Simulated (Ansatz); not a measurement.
**Convergence of H with the plane-wave cutoff**

All numbers below come from Ansatz, DFT PBE, scalar-relativistic, plane waves, PAW.

```
H
1.0
     2.61060   -2.54900    0.01710
     2.56116    2.49847    0.02311
     0.03175    0.00485    4.11224
H
4
Cartesian
  2.5602 -2.4315 0.2489
  2.6638 0.2736 1.6709
  2.5524 -0.2592 2.0451
  2.6363 2.1444 3.7722
```

| Property | Result |
| --- | --- |
| Γ-centred k-mesh | 6×6×6 |
| occupation rule | Gaussian smearing, 0.02 eV |
| spin treatment | unpolarised |
| valence charge of the PAW sets | H 1 |

The atoms stay fixed while the plane-wave cutoff is varied. ΔE is the energy extrapolated to zero smearing, less that of the reference run (600 eV). The cell was strained and its atoms displaced at random, so that forces don't vanish. Pressure is positive in compression and holds a correction for the finite cutoff (Pulay stress).

Tried: 200, 250, 300, 350, 420, 600 eV. From which plane-wave cutoff on does the energy per atom stay within 100, 10 and 1 meV of the reference?

250 for 100 meV, 350 for 10 meV, none but the reference for 1 meV. The reference itself isn't shown to be converged. At 350 eV, where the energy is within 10 meV, force components already agree to within 0.008 eV/Å, where the largest force is 4.187 eV/Å.

```csv
cutoff (eV),ΔE (meV/atom),P (GPa),largest change of a force component (eV/Å),gap on mesh (eV),plane waves at Γ
200,140,2.64,0.252,9.106,347
250,60.6,2.51,0.060,9.123,493
300,25.3,2.48,0.018,9.139,631
350,9.87,2.48,0.008,9.147,811
420,2.24,2.47,0.004,9.150,1039
600,0.00,2.47,0.000,9.150,1777
```